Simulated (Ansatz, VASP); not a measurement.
## One calculation of C, two programs

Contents of POSCAR:

```
C
1.0
    2.5221000000      0.0000000000      0.0000000000
   -1.2610500000      2.1842026709      0.0000000000
    0.0000000000      0.0000000000     12.3557000000
C
12
Direct
    0.0000000000      0.0000000000      0.1868256752
    0.0000000000      0.0000000000      0.6868256752
    0.0000000000      0.0000000000      0.3131743248
    0.0000000000      0.0000000000      0.8131743248
    0.3333333333      0.6666666667      0.5207245484
    0.6666666667      0.3333333333      0.0207245484
    0.3333333333      0.6666666667      0.9792754516
    0.6666666667      0.3333333333      0.4792754516
    0.3333333333      0.6666666667      0.6451002459
    0.6666666667      0.3333333333      0.1451002459
    0.3333333333      0.6666666667      0.8548997541
    0.6666666667      0.3333333333      0.3548997541
```

File INCAR.step1:

```
SYSTEM = C
PREC = Accurate
ENCUT = 520
ISMEAR = -1
SIGMA = 0.05
LREAL = .FALSE.
LASPH = .TRUE.
NELM = 100
NBANDS = 36
GGA = PE
ALGO = Normal
EDIFF = 1E-4
LWAVE = .TRUE.
LCHARG = .FALSE.
```

The input INCAR.step2:

```
SYSTEM = C
PREC = Accurate
ENCUT = 520
EDIFF = 1E-8
ISMEAR = -1
SIGMA = 0.05
LREAL = .FALSE.
LASPH = .TRUE.
NELM = 100
ALGO = Normal
ISIF = 2
LWAVE = .FALSE.
LCHARG = .FALSE.
METAGGA = R2SCAN
LMIXTAU = .TRUE.
LEFG = .TRUE.
NBANDS = 36
ISTART = 1
```

File KPOINTS:

```
regular mesh
0
G
  14 14 3
  0 0 0
```

Input for Ansatz:

```yaml
crystal:
  lattice:
    - [2.5221, 0.0, 0.0]
    - [-1.26105, 2.1842026709, 0.0]
    - [0.0, 0.0, 12.3557]
  atoms:
    - { symbol: C, position: [0.0, 0.0, 0.1868256752] }
    - { symbol: C, position: [0.0, 0.0, 0.6868256752] }
    - { symbol: C, position: [0.0, 0.0, 0.3131743248] }
    - { symbol: C, position: [0.0, 0.0, 0.8131743248] }
    - { symbol: C, position: [0.3333333333, 0.6666666667, 0.5207245484] }
    - { symbol: C, position: [0.6666666667, 0.3333333333, 0.0207245484] }
    - { symbol: C, position: [0.3333333333, 0.6666666667, 0.9792754516] }
    - { symbol: C, position: [0.6666666667, 0.3333333333, 0.4792754516] }
    - { symbol: C, position: [0.3333333333, 0.6666666667, 0.6451002459] }
    - { symbol: C, position: [0.6666666667, 0.3333333333, 0.1451002459] }
    - { symbol: C, position: [0.3333333333, 0.6666666667, 0.8548997541] }
    - { symbol: C, position: [0.6666666667, 0.3333333333, 0.3548997541] }
kpoints:
  mp_grid: { grid: [14, 14, 3] }
scf:
  occupations: { method: fermi_dirac, width: 0.05 }
hamiltonian:
  xc: r2scan
  pseudopotentials: { kind: paw }
output:
  forces: true
  stress: true
  populations: true
  efg: { contact_densities: true }
  write_density: true
  write_potential: true
  elf: true
  volumetric_format: npy
```

Alike in both runs: task electric field gradients; functional r2SCAN; k mesh 14 × 14 × 3; occupations fermi-dirac, width 0.05 eV; no spin polarisation.

|  | VASP | Ansatz |
| --- | --- | --- |
| version | VASP 6.6.1 | Ansatz 0.2.0 |
| potentials or method | VASP PAW PBE potentials, release 64 (C) | plane-wave PAW, scalar-relativistic |
| plane-wave cutoff (eV) | 520 | 500 |
| valence electrons in the cell | 48 | 48 |

|  | VASP | Ansatz | Ansatz less VASP |
| --- | --- | --- | --- |
| gap on the k mesh at the Fermi level (eV) | 4.59 | 4.62 | +0.026 |
| pressure (GPa) | -1.0 | -2.1 | -1.09 |
| largest component of the traceless stress (GPa) | 5.53 | 5.51 | -0.017 |
| rms of the force components (eV/Å) | 0.011 | 0.012 | +0.0008 |
| Vzz of the field gradient on the site that differs most (V/Å²) | 2.4 | 2.1 | -0.32 |

Atom by atom the forces differ by 0.001 eV/Å (rms over components).

Caveats: the PAW data sets were made with another functional, which shifts forces and pressure a little (VASP); an odd mesh through Γ misses points on the zone boundary, where band edges often lie. r2SCAN opens gaps a little over a GGA but as a rule still falls short of measured ones.
